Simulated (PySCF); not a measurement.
**How good is the calculation?**

Atom-mapped SMILES (the numbers label the heavy atoms): `[CH3:1][C:2]([CH3:3])=[O:4]`; H(Xn) means a hydrogen on atom n.

The experiment to reproduce: δ 13C C2 204.2; C1/C3 30.2; δ 1H H(C1)/H(C3) 2.05 ppm (measured; solution, THF-d8, 298 K; Fulmer et al., Organometallics 2010, 29, 2176).
σ 13C C1/C3 157.9; C2 -13.2; σ 17O O4 -309.1 ppm (measured; gas; G. L. Stoychev, PhD thesis, Univ. Bonn 2021 (Stoychev, Auer, Izsak, Neese, JCTC 2018, 14, 619)).
δ 17O O4 624.0 ppm (measured; alkane; Olsson, Cremer, J. Phys. Chem. 1996, 100, 16881).
δ 13C C2 205.9; C1/C3 30.6; δ 1H H(C1)/H(C3) 2.09 ppm (measured; solution, acetone-d6, 298 K; Fulmer et al., Organometallics 2010, 29, 2176).
δ 13C C2 206.8; C1/C3 31.0; δ 1H H(C1)/H(C3) 2.12 ppm (measured; solution, CD2Cl2, 298 K; Fulmer et al., Organometallics 2010, 29, 2176).
δ 17O O4 624.0 ppm (measured; solution, alkane; L. Olsson, D. Cremer, J. Phys. Chem. 100 (1996) 16881). Coupling constants: 2J(H(C1),H(C1)) -14.9 Hz, 1J(C1,C2) 40.6 Hz.

[PySCF 2.14: KT2/pcSseg-2 with gauge-including orbitals; PBE0-D3(BJ)/def2-SVP structure; couplings computed with B3LYP/pcJ-1 (without the spin–dipole term); one computed conformer; one averaged value for each set of equivalent atoms; no solvent; relativity neglected]

(1) Set the calculated values beside the experiment.

(2) How far are the unscaled 13C shifts from the references?

(3) How far are the unscaled 1H shifts from the references?

(4) How far are the unscaled 13C shieldings from the references?

(5) How far are the unscaled 17O shifts from the references?

Results:

(1) 
Reference values: measured (solution, THF-d8, 298 K; Fulmer et al., Organometallics 2010, 29, 2176).
| atoms | quantity | reference | computed | computed, scaled |
| --- | --- | --- | --- | --- |
| C2 | δ 13C | 204.2 | 200.7 | 205.1 |
| C1/C3 | δ 13C | 30.2 | 30.0 | 26.9 |
| H(C1)/H(C3) | δ 1H | 2.05 | 2.03 | – |

Reference values: measured (gas; G. L. Stoychev, PhD thesis, Univ. Bonn 2021 (Stoychev, Auer, Izsak, Neese, JCTC 2018, 14, 619)).
```
atoms  quantity  reference  computed
C1/C3     σ 13C      157.9     152.3
   C2     σ 13C      -13.2     -18.5
   O4     σ 17O     -309.1    -307.4
```

Reference values: measured (alkane; Olsson, Cremer, J. Phys. Chem. 1996, 100, 16881).
| atoms | quantity | reference | computed |
| --- | --- | --- | --- |
| O4 | δ 17O vs H2O (gas) | 624.0 | 631.7 |

Reference values: measured (solution, acetone-d6, 298 K; Fulmer et al., Organometallics 2010, 29, 2176).
```tsv
atoms	quantity	reference	computed	computed, scaled
C2	δ 13C	205.9	200.7	205.1
C1/C3	δ 13C	30.6	30.0	26.9
H(C1)/H(C3)	δ 1H	2.09	2.03	–
```

Reference values: measured (solution, CD2Cl2, 298 K; Fulmer et al., Organometallics 2010, 29, 2176).
| atoms | quantity | reference | computed | computed, scaled |
| --- | --- | --- | --- | --- |
| C2 | δ 13C | 206.8 | 200.7 | 205.1 |
| C1/C3 | δ 13C | 31.0 | 30.0 | 26.9 |
| H(C1)/H(C3) | δ 1H | 2.12 | 2.03 | – |

Reference values: measured (solution, alkane; L. Olsson, D. Cremer, J. Phys. Chem. 100 (1996) 16881).
```
atoms              quantity  reference  computed
   O4  δ 17O vs gaseous H2O      624.0     631.7
```

Absolute shieldings are compared as such; zero-point and thermal motion, absent here, lowers them by some tenths of a ppm for H, a few ppm for C and up to about 10 ppm for F.

Computed shifts are σ(ref) − σ with the named reference compound (TMS for H and C) calculated as an isolated molecule at the same level. The measured values may be among those fitted. Scaled to experiment by linear calibration (H and C: mostly CDCl3 data, vs TMS): 13C: δ = 185.87 − 1.044σ (rms 2.6 ppm, 51 shifts, 3.3 ppm with the 1 outlier that the fit left out). Occasional misses reach two or three times the rms, and more in compound classes unlike the fitted ones.

Coupling constants in Hz:
| coupling | reference | computed | source |
| --- | --- | --- | --- |
| 2J(H(C1),H(C1)) | -14.9 | -15.4 | measured; solution (compiled); Pretsch, Buehlmann, Badertscher, Structure Determination of Organic Compounds, 4th ed., Springer 2009 |
| 1J(C1,C2) | 40.6 | 42.6 | measured; liquid or solution; F. J. Weigert, PhD thesis, Caltech 1968 (Carbon-13 magnetic resonance spectroscopy) |

(2) Mean signed difference -2.77 ppm, mean absolute 2.77 ppm over 6 comparisons; the largest is -6.1 ppm at C2 (ketone carbonyl carbon).

(3) Mean signed difference -0.06 ppm, mean absolute 0.06 ppm over 3 comparisons; the largest is -0.09 ppm at H(C1)/H(C3) (hydrogen on a methyl carbon α to a carbonyl).

(4) Mean signed difference -5.45 ppm, mean absolute 5.45 ppm over 2 comparisons; the largest is -5.6 ppm at C1/C3 (methyl carbon α to a carbonyl).

(5) Mean signed difference +7.70 ppm, mean absolute 7.70 ppm over 2 comparisons; the largest is +7.7 ppm at O4 (ketone oxygen).

16 of the 58 published NMR values on file for this molecule are compared. The rest: values from further sources, protons in aromatic solvents.
